**Question: Why do the two sides of my HgTe slab have different vacuum levels?**

I calculated a thin HgTe slab with a mercury plane at the bottom and a tellurium plane at the top, and plotted the potential energy of an electron along the height. It flattens out on both sides, as it should in vacuum, but at 3.77 eV below the slab and at 5.62 eV above it.

Relaxed six-plane HgTe(111) slab, calculated with Ansatz 0.2.0 using PBE with spin-orbit coupling, plane-wave PAW, a 420 eV cutoff, a 9×9×1 k mesh, Gaussian smearing of 0.1 eV and a dipole correction at the cell boundary. The potential energy is the smooth electrostatic part, averaged over planes parallel to the surface and counted from the Fermi level.

```tsv
height (Å)	potential energy of an electron from the Fermi level (valence top where gapped) (eV)
2.96	3.770
3.55	3.770
4.14	3.770
4.73	3.760
5.32	3.720
5.91	3.540
6.50	2.620
7.09	-2.620
7.68	-8.670
8.27	-4.440
8.86	-1.660
9.46	2.700
10.05	3.360
10.64	0.270
11.23	-6.150
11.82	-5.870
12.41	-0.210
13.00	0.830
13.59	4.010
14.18	3.680
14.77	-1.440
15.37	-6.980
15.96	-2.330
16.55	0.200
17.14	3.140
17.73	5.140
18.32	5.530
18.91	5.600
19.50	5.620
20.09	5.620
20.68	5.620
```

It is one piece of material with one Fermi level, so how can there be two answers? I suspected a leftover electric field from the periodic cell. A colleague says it is simply Hg²⁺ and Te²⁻ planes acting as stacked capacitors. Who is right?

**Answer**

Neither of you, though your colleague has the right direction. The slab does carry a dipole that points the way the ions suggest, but the electrons cancel most of what rigid ions would produce.

The two flat values are two work functions, the energy needed to take an electron from the Fermi level to rest just outside each face. The slab has practically no gap in this calculation, and both are counted from the same Fermi level. The difference of 1.85 eV must therefore lie in the electrostatic potential outside. An electron in the vacuum on the tellurium side sits higher than one on the mercury side, as it would if the tellurium side were the more negative one.

**Is it a leftover field?**

A periodic cell forces the potential to return to its starting value at the cell boundary. Without a correction, a slab with a dipole would pay for this with a false slope through the vacuum. Spread over the cell length, 1.85 eV would change the potential by about 0.09 eV across the 1.18 Å of the lowest three heights. The table shows no change there to within 0.01 eV, and none over the last three heights either. The dipole correction has done its work, and the step belongs to the slab.

**Is it a stack of rigid ions?**

The picture is attractive. The slab consists of three double layers, each with mercury below and tellurium above. If mercury is positive and tellurium negative, each double layer is a small capacitor, and an electron gains potential energy every time it crosses one upwards. Three capacitors in series then give a step of the right sign.

To get its size, multiply the charge per ion by the vertical Hg–Te distance within each double layer and add up the three. This gives the dipole p of one surface cell, and Poisson's equation turns it into a potential step:

step = 4π e² p / A

Here p is in e Å, A is the area of the surface cell, 4.702 Å × 4.072 Å = 19.15 Å², and e² is 14.4 eV Å. One e Å of dipole per cell is therefore worth about 9.5 eV.

The three distances add up to 2.03 Å. With charges of ±2, p is about 4.1 e Å and the step would be 38 eV, some twenty times the computed one. The double layers have already flattened from their bulk shape, but that lowers the rigid-ion result by only 29 %.

Perhaps the charges are just too large, since HgTe is far from fully ionic. Counting electrons around the tellurium atom of the bottom double layer gives an excess of about 0.7. Such a count depends on how the shared electrons are divided, and using it for all three double layers is an assumption. Even so, the step comes out at 13 eV, still seven times too large. Rigid ions would have to carry only about 0.1 e to match, but that number merely absorbs what the picture leaves out and is not the charge of any atom.

**What cancels the rest?**

The missing ingredient is that electrons respond to the potential they are in. Within every atom and bond their clouds shift downwards, against the rise, as in any dielectric. Suppose a large rise were still left. Filled levels near the tellurium face would be lifted above empty levels near the mercury face, and electrons would lower their energy by going over to the mercury side. That makes the tellurium side less negative and reduces the rise until both sides share one Fermi level. HgTe has practically no band gap, so this starts early.

It takes surprisingly little charge, because a dipole is charge times distance. Within each double layer the opposite charges lie less than 1 Å apart in height, whereas charge moved between the outer planes travels 8.4 Å. With the smaller ionic charge, the dipole to be cancelled is about 1.2 e Å, and 1.2/8.4 gives some 0.15 e per surface cell. With charges of ±2 it would be nearly half an electron. That is what the transfer would have to be if it did the whole job alone. The shifts within atoms and bonds probably do much of the work, because the electron count gives the outer mercury atom only about 0.03 electrons more than the middle one. Such a count is rough, and this one leaves out the 6p orbitals of mercury, where some of the moved charge could sit, so the exact shares stay open.

The numbers thus rule out the rigid ions, while the transfer between the faces rests on the energy argument. The vanishing gap of the slab would allow such a transfer but does not prove it. The program's output below lists the estimates for both of your explanations. It also shows that the slab's full dipole, electrons included, reproduces the 1.85 eV; that is Poisson's equation at work and confirms the accounting, not the cause.

**Why doesn't the step vanish altogether?**

A common Fermi level inside does not require equal vacuum levels outside. The electrons spill out differently over a mercury plane and over a tellurium plane, so each face keeps its own surface dipole. In a slab this thin, part of the rise may also remain inside. If you cut the same crystal along (110), every plane holds equal numbers of both atoms and the two clean faces are equivalent; the step is then zero by symmetry. For a thicker slab with your two faces, rigid ions would add the same rise with every double layer, whereas mobile electrons should make the step level off.

**Can I read the internal field from the dips?**

Not from this profile. The lowest values near the three mercury planes are −8.67, −6.15 and −6.98 eV from bottom to top, which is not a steady climb. Their depth depends on how the potential is smoothed near the nuclei, and points 0.6 Å apart can miss the true minimum. Only the flat ends have a direct physical meaning here.

If you want work functions for a real wafer, keep the mechanism and not the values. Polar faces usually rearrange their atoms or bind foreign ones, which changes the surface dipole, and this slab is thin and has bare, unreconstructed faces. The PBE functional also misplaces the band edges of HgTe, which affects how readily charge moves between the faces.

Printed output of the fit:

```
work function on the Hg side, eV: 3.77
work function on the Te side, eV: 5.62
step between the two sides, eV: 1.85
length of the flat stretch on the Hg side, angstrom: 1.18
change expected over that stretch from a leftover field, eV: 0.09235
change found on the Hg side, eV: 0
change found on the Te side, eV: 0
step from the net dipole of the run, eV: 1.852
sum of the three bucklings in the relaxed slab, angstrom: 2.033
sum of the three bucklings in the ideal cut, angstrom: 2.879
part of the rigid-ion step removed by flattening, percent: 29.4
rigid-ion step with charge 2 in the ideal cut, eV: 54.43
rigid-ion step with charge 2 in the relaxed slab, eV: 38.42
extra electrons counted on the Te of the bottom bilayer: 0.6938
rigid-ion step with that smaller charge, eV: 13.33
that step divided by the computed step: 7.205
charge that rigid ions would need to give the computed step, e: 0.09629
distance between the outer planes, angstrom: 8.368
charge to move across the slab if ions carry 2, e per cell: 0.4625
charge to move across the slab if ions carry the counted charge, e per cell: 0.1451
```
